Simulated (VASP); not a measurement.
A run of VASP 6.6.1:

The input INCAR:

```
PREC     = Accurate       # precision mode
ENCUT    = 520            # plane-wave cutoff, eV
EDIFF    = 1E-6           # SCF threshold, eV
ISMEAR   = 1              # smearing method
SIGMA    = 0.2            # smearing width, eV
LREAL    = F              # projectors in reciprocal space
LASPH    = T              # aspherical terms in the spheres
NELM     = 100            # most SCF steps
ALGO     = Fast           # electronic algorithm
ISIF     = 2              # what is computed and relaxed
LWAVE    = F              # write WAVECAR
LCHARG   = F              # write CHGCAR
GGA      = PE             # functional
NBANDS   = 26             # bands
```

Contents of KPOINTS:

```
Automatic mesh
0
Gamma
  6 6 4
```

POSCAR

```
InP
1.0
    3.8532866816      0.0000000000      0.0000000000
   -1.9266433408      3.3370441544      0.0000000000
    0.0000000000      0.0000000000      6.5534407716
In P
2 2
Direct
    0.0000000000      0.0000000000      0.0000000000
    0.0000000000      0.0000000000      0.5000000000
    0.3333333333      0.6666666667      0.2500000000
    0.6666666667      0.3333333333      0.7500000000
```

Potentials or basis: VASP PAW PBE potentials, release 64 (In_d, P).

The run is started by

```sh
$ cat potpaw_PBE.64/In_d/POTCAR potpaw_PBE.64/P/POTCAR > POTCAR
$ mpirun -np 1 vasp_std > vasp.out
```

Hardware: 1 thread of Intel(R) Xeon(R) 6975P-C (Granite Rapids), with other jobs on the host.

Q: How long does it take, and how much memory?

A: It took 40 s on 1 thread of Intel(R) Xeon(R) 6975P-C (Granite Rapids) (shared host), peak memory 0.21 GiB. Counts: scf iterations 16, k points 21.
